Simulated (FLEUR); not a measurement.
Runs of FLEUR MaX-R8.1 (later development tree) on FeO (Wuestite). Symmetry: Fm-3m, No. 225, cubic system. Conventional cell: a = 4.311 Å, b = 4.311 Å, c = 4.311 Å, α = 90.00°, β = 90.00°, γ = 90.00°. Fe (site symmetry m-3m) is surrounded by 6 O at 2.16 Å. Around O (site symmetry m-3m) lie 6 Fe at 2.16 Å. 

| task | level | spin | gmax | muffin-tin radii | max iterations | mixing factor | mixer | kmax | moment (μB) | V0 of scaled cells (Å³/atom) | B0 (GPa) |
| --- | --- | --- | --- | --- | --- | --- | --- | --- | --- | --- | --- |
| equation of state | PBEsol | collinear, program default start | 14.7 1/bohr | Fe 2.07, O 1.59 bohr | - | - | - | 4.73 1/bohr | - | 9.56 | 211 |
| band structure | r2SCAN | collinear, ferromagnetic start | 14.2 1/bohr | Fe 2.14, O 1.63 bohr | 80 | 0.05 | Anderson | 4.58 1/bohr | 4.00 | - | - |
| equation of state | r2SCAN | collinear, program default start | 14.7 1/bohr | Fe 2.07, O 1.59 bohr | - | - | - | 4.73 1/bohr | - | (a) | 213 |
| band structure | PBEsol | collinear, ferromagnetic start | 14.2 1/bohr | Fe 2.14, O 1.63 bohr | 60 | 0.05 | Anderson | 4.58 1/bohr | 4.00 | - | - |
| single point | PBEsol | collinear, ferromagnetic start | 14.7 1/bohr | Fe 2.07, O 1.59 bohr | 60 | 0.05 | Anderson | 4.73 1/bohr | 4.00 | - | - |

Alike in all rows: potentials or basis all-electron, FLAPW; cell as given; k mesh 11 × 11 × 11; smearing fermi-dirac 0.05 eV.

**Question.** Fill in the values left out.

**Answer.** (a) 9.69.

Caveats: a cell with one magnetic atom can't hold antiferromagnetic order, which such compounds often take (some runs); the meta-GGA is that of a development version, with a GGA for the radial functions and cores and without core tails (some runs).
